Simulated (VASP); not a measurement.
Consider the following.

```yaml
crystal:
  lattice:
    - [0.00000, 3.11080, 3.11080]
    - [3.11080, 0.00000, 3.11080]
    - [3.11080, 3.11080, 0.00000]
  atoms:
    - { symbol: Al, position: [0.00000, 0.00000, 0.00000] }
    - { symbol: Sb, position: [0.25000, 0.25000, 0.25000] }
```

Level of theory: optB88-vdW, VASP's PBE PAW potentials (set 64) (plane waves; VASP 6.6.1). Settings: 520 eV cut-off, Gaussian smearing of 0.050 eV, potentials Al Sb.

Unless said otherwise, spin-orbit coupling is left out, though it shifts the bands of the heavy elements here.

### Question
What does the run give for the band gap (along the path) with the smallest direct gap where there is one?

### Answer

- band gap (along the path): 1.24 eV
- smallest direct gap (along the path): 1.25 eV

The absolute energy has meaning only against runs of the same code, potentials and settings.

The compound is AlSb in the zinc blende structure. It was relaxed first.
